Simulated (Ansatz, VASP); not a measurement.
This is a calculation of Bi (Bismuth) for Ansatz 0.2.0. 

The input input.yaml:

```yaml
crystal:
  lattice:
    - [2.2675, 1.3091417354, 3.938]
    - [-2.2675, 1.3091417354, 3.938]
    - [0.0, -2.6182834708, 3.938]
  atoms:
    - { symbol: Bi, position: [0.766, 0.766, 0.766] }
    - { symbol: Bi, position: [0.234, 0.234, 0.234] }
hamiltonian:
  xc: lda
  pseudopotentials: { kind: paw }
kpoints:
  mp_grid: { grid: [7, 7, 7] }
scf:
  occupations: { method: gaussian, width: 0.02 }
output:
  forces: true
  stress: true
  eigenvalues: true
```

Potentials or basis: Ansatz PAW.

The run is started by

```sh
$ ansatz run input.yaml --threads 1 --pin off --max-ram 3584MiB --backend cpu --events-out ev --progress --plain --runs-dir out
```

**Question.** Translate it to VASP 6.6.1. Potentials or basis there: LDA PAW files Bi, 500 eV.

**Answer.** As run (cutoffs and basis follow the program's own potentials, and thresholds, step limits or extra output files can differ):

INCAR

```
SYSTEM = Bi
  ALGO = Fast
  EDIFF = 1E-6
  ENCUT = 500
  GGA = CA
  ISIF = 2
  ISMEAR = 0
  LASPH = .TRUE.
  LCHARG = .TRUE.
  LELF = .TRUE.
  LREAL = .FALSE.
  LVHAR = .TRUE.
  LWAVE = .FALSE.
  NBANDS = 12
  NELM = 80
  PREC = Accurate
  SIGMA = 0.02
```

File KPOINTS:

```
k-points
0
G
  7 7 7
  0 0 0
```

File POSCAR:

```
Bi
1.0
    2.2675000000      1.3091417354      3.9380000000
   -2.2675000000      1.3091417354      3.9380000000
    0.0000000000     -2.6182834708      3.9380000000
Bi
2
Direct
    0.7660000000      0.7660000000      0.7660000000
    0.2340000000      0.2340000000      0.2340000000
```

Potentials or basis: VASP PAW LDA potentials, release 64 (Bi).

Command:

```sh
$ cat potpaw_LDA.64/Bi/POTCAR > POTCAR
$ mpirun -np 1 vasp_std > vasp.out
```

Both were run:

|  | Ansatz | VASP |
| --- | --- | --- |
| Pressure | -1.6 GPa | -1.4 GPa |

Ansatz's pressure holds a Pulay term of +0.02 GPa for its cutoff of 420 eV, which the other run lacks.

The potentials hold 30 and 10 valence electrons a cell.

Ansatz's potentials were made for PBE.

Where Ansatz's input types no cutoff or centring, it takes its own default and a Γ-centred mesh.

The two programs' LDA may be different fits to the electron gas.

Pressure is positive in compression.
